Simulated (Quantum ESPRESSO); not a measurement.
A calculation with Quantum ESPRESSO 7.5 of C (native input, structure typed inline):

pw.in

```
&CONTROL
  calculation = 'scf'
  prefix = 'pwscf'
  outdir = './tmp'
  pseudo_dir = './pseudo'
  tprnfor = .true.
  tstress = .true.
  disk_io = 'low'
/
&SYSTEM
  ibrav = 0
  nat = 2
  ntyp = 1
  ecutwfc = 55
  ecutrho = 440
  nbnd = 9
  occupations = 'smearing'
  smearing = 'fd'
  degauss = 0.00367493
/
&ELECTRONS
  conv_thr = 4d-10
  electron_maxstep = 120
  mixing_beta = 0.5
/
ATOMIC_SPECIES
C     12.0110 C.pbe-n-kjpaw_psl.1.0.0.UPF
CELL_PARAMETERS angstrom
   2.4561701622    0.0000000000    0.0000000000
  -1.2280850811    2.1271057565    0.0000000000
   0.0000000000    0.0000000000    8.5238033600
ATOMIC_POSITIONS crystal
C      0.6666666667    0.3333333333    0.0000000000
C      0.3333333333    0.6666666667    0.0000000000
K_POINTS automatic
12 12 3 0 0 0
```

Contents of pp_density.in:

```
&INPUTPP
  prefix = 'pwscf'
  outdir = './tmp'
  filplot = 'density.dat'
  plot_num = 0
/
&PLOT
  nfile = 1
  filepp(1) = 'density.dat'
  iflag = 3
  output_format = 6
  fileout = 'density.cube'
/
```

File pp_potential.in:

```
&INPUTPP
  prefix = 'pwscf'
  outdir = './tmp'
  filplot = 'potential.dat'
  plot_num = 11
/
&PLOT
  nfile = 1
  filepp(1) = 'potential.dat'
  iflag = 3
  output_format = 6
  fileout = 'potential.cube'
/
```

Potentials or basis: SSSP 1.3 efficiency PBE.

Command:

```bash
$ OMP_NUM_THREADS=1 pw.x -in pw.in > pw.out
$ OMP_NUM_THREADS=1 pp.x -in pp_density.in > pp_density.out
$ OMP_NUM_THREADS=1 pp.x -in pp_potential.in > pp_potential.out
```

Write the same calculation in another form: ASE script, structure typed inline.

As run:

Contents of run.py:

```python
import numpy as np
from ase.calculators.espresso import Espresso, EspressoProfile
from ase import Atoms

atoms = Atoms(['C', 'C'],
              cell=[[2.4561701622, 0.0, 0.0], [-1.2280850811, 2.1271057565, 0.0], [0.0, 0.0, 8.52380336]],
              scaled_positions=[[0.6666666667, 0.3333333333, 0.0], [0.3333333333, 0.6666666667, 0.0]],
              pbc=True)

input_data = {
    'control': {'calculation': 'scf', 'prefix': 'pwscf', 'outdir': './tmp', 'tprnfor': True, 'tstress': True, 'disk_io': 'nowf'},
    'system': {'ecutwfc': 55.0, 'ecutrho': 440.0, 'nbnd': 9, 'occupations': 'smearing', 'smearing': 'fd', 'degauss': 0.00367493},
    'electrons': {'conv_thr': 4e-10, 'electron_maxstep': 120, 'mixing_beta': 0.5},
}
pseudopotentials = {'C': 'C.pbe-n-kjpaw_psl.1.0.0.UPF'}
profile = EspressoProfile(command='pw.x', pseudo_dir='pseudo')
dft = Espresso(profile=profile, input_data=input_data, pseudopotentials=pseudopotentials, kpts=(12, 12, 3), koffset=(0, 0, 0))
atoms.calc = dft

print(f'energy {atoms.get_potential_energy():.8f} eV')
print('forces (eV/A)')
print(np.round(atoms.get_forces(), 6))
print('stress (eV/A^3, Voigt)')
print(np.round(atoms.get_stress(), 8))
print(f'Fermi level {dft.get_fermi_level():.4f} eV')
```

Potentials or basis: SSSP 1.3 efficiency PBE.

Command:

```console
$ OMP_NUM_THREADS=1 python run.py
```

Both were run:

|  | native input, structure typed inline | ASE script, structure typed inline |
| --- | --- | --- |
| Band gap on the k mesh | none (metal or under the smearing width) | none (metal or under the smearing width) |

Keys that steer only the numerical path or the files written may differ.
